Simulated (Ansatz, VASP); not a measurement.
**Be2H3 in VASP and in Ansatz**

```
Be H
1.0
     3.09559    0.00000    0.00000
     0.00000    3.09559    0.00000
     0.00000    0.00000    3.75485
Be H
2 3
Direct
  0.50000 0.50000 0.00000
  0.00000 0.00000 0.00000
  0.50000 0.50000 0.50000
  0.00000 0.00000 0.60254
  0.00000 0.00000 0.39746
```

Alike in both runs: task relaxation of cell and atoms; functional PBE; k mesh 12 × 12 × 10; occupations gaussian, width 0.1 eV; no spin polarisation.

```csv
,VASP,Ansatz
version,VASP 6.6.1,Ansatz 0.2.0
potentials or method,"VASP PAW PBE potentials, release 64 (Be, H)","scalar-relativistic, plane waves, PAW"
plane-wave cutoff (eV),600,420
valence electrons in the cell,7,7
```

Ansatz gave:

| Property | Result |
| --- | --- |
| gap on the k mesh at the Fermi level, each at its own relaxed structure (eV) | none |
| relaxed volume (Å³/atom) | 7.19 |
| relaxed cell length with the largest relative difference (Å) | 3.102 |

Q: What did VASP give for the same quantities?

A: gap on the k mesh at the Fermi level, each at its own relaxed structure (eV): none; relaxed volume (Å³/atom): 7.18; relaxed cell length with the largest relative difference (Å): 3.101.

A gap of «none» marks a metal or a gap that the smearing closes.
